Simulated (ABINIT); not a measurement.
Runs of ABINIT 10.8.3 (patched build) on Pb. Symmetry: Fm-3m, No. 225, cubic system. Conventional cell: a = 4.950 Å, b = 4.950 Å, c = 4.950 Å, α = 90.00°, β = 90.00°, γ = 90.00°. Pb (site symmetry m-3m) is surrounded by 12 Pb at 3.50 Å. 

| task | level | potentials or basis | spin | k mesh | cutoff (eV) | fine-grid cutoff | gap on the mesh (eV) | pressure (GPa) |
| --- | --- | --- | --- | --- | --- | --- | --- | --- |
| band structure | HCTH407 | JTH PAW PBE v2.0 sp | off | 9 × 9 × 9 | 408 | 816.342 eV | none | 3.1 |
| band structure | LDA-VWN | JTH PAW LDA v2.0 | SOC, no magnetisation | 9 × 9 × 9 | 463 | 925.187 eV | none | - |
| band structure | rPW86PBE | JTH PAW PBE v2.0 sp | off | 9 × 9 × 9 | 408 | 816.342 eV | none | (a) |
| band structure | LDA-Teter | JTH PAW LDA v2.0 | off | 9 × 9 × 9 | 463 | 925.187 eV | none | - |
| single point | PBEsol | JTH PAW PBE v2.0 | off | 12 × 12 × 12 | 463 | 925.187 eV | none | - |
| band structure | r2SCAN | JTH PAW PBE v2.0 sp | off | 9 × 9 × 9 | 490 | 979.61 eV | none | 1.1 |
| band structure | OLYP | JTH PAW PBE v2.0 | off | 9 × 9 × 9 | 463 | 925.187 eV | none | - |
| band structure | SCAN | JTH PAW PBE v2.0 | off | 9 × 9 × 9 | 544 | 1088.46 eV | none | - |

Alike in all rows: cell as given; smearing fermi-dirac 0.05 eV.

Problem. Fill in the values left out.

Solution. (a) 5.7.

Caveats: the PAW data sets were made with another functional, which shifts forces and pressure a little (some runs); spin-orbit coupling is left out, which moves the levels of the heavy elements (some runs); this set keeps more shells in the core, which shifts pressures and gaps (some runs).

A k mesh can miss the band edges, and rows without SOC leave out spin-orbit coupling on Pb.

A gap of «none» marks a metal or a gap under the smearing width.

The runs don't all hold the same shells in valence.

Runs at the PBE level aren't shown here.
